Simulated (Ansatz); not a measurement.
**CdTe: relaxation of cell and atoms with PBEsol+D4**

CdTe:

```
CELL_PARAMETERS angstrom
0.00000 3.20500 3.20500
3.20500 0.00000 3.20500
3.20500 3.20500 0.00000
ATOMIC_POSITIONS crystal
Te 0.75000 0.75000 0.75000
Cd 0.00000 0.00000 0.00000
```

```
Program             : Ansatz 0.2.0
Task                : relaxation of cell and atoms
Functional          : PBEsol
Dispersion          : D4
Potentials or basis : Ansatz PAW
Cutoff              : 420 eV (not typed: the program's choice for these potentials)
k mesh              : 7 × 7 × 7
Occupations         : fermi-dirac, width 0.05 eV
Spin                : no spin polarisation
```

```
Relaxed volume                         : 33.40 Å³/atom
Relaxed cell                           : a = 4.554 Å, b = 4.554 Å, c = 4.554 Å, α = 60.00°, β = 60.00°, γ = 60.00°
Space group after relaxing (to 0.05 Å) : F-43m (No. 216)
Energy gained by relaxing              : 0.9 meV/atom
Ionic steps                            : 4
Pressure after relaxing                : 0.0 GPa
Band gap on the k mesh                 : 0.71 eV
```

Step by step:
```
step  energy change (eV)  largest force (eV/Å)  volume (Å³)
   1              0.0000                0.0000        65.84
   2             -0.0009                0.0000        67.35
   3             -0.0017                0.0000        66.79
   4             -0.0019                0.0000        66.79
```

Final structure:
```cif
data_structure
_symmetry_space_group_name_H-M 'P 1'
_symmetry_Int_Tables_number 1
_cell_length_a 4.5542
_cell_length_b 4.5542
_cell_length_c 4.5542
_cell_angle_alpha 60.000
_cell_angle_beta 60.000
_cell_angle_gamma 60.000
_cell_volume 66.79
loop_
_atom_site_label
_atom_site_type_symbol
_atom_site_fract_x
_atom_site_fract_y
_atom_site_fract_z
_atom_site_occupancy
Te1 Te 0.75000 0.75000 0.75000 1
Cd1 Cd 0.00000 0.00000 0.00000 1
```

It took 9.5 s on 2 threads of Intel(R) Xeon(R) Processor @ 2.70GHz, with other jobs on the host, peak memory 0.38 GiB.

Caveat: odd divisions of the mesh miss points on the zone boundary, where band edges often lie, so the gap on the mesh can be too wide; the plane-wave basis is chosen anew once the cell has moved, so the energies of steps on either side of that aren't comparable; spin-orbit coupling is left out, which moves the levels of the heavy elements; the PAW data sets come from PBE, with cores solved anew for the run's functional, which leaves a small shift of forces and pressure. Zero-point motion and thermal expansion aren't in these numbers.
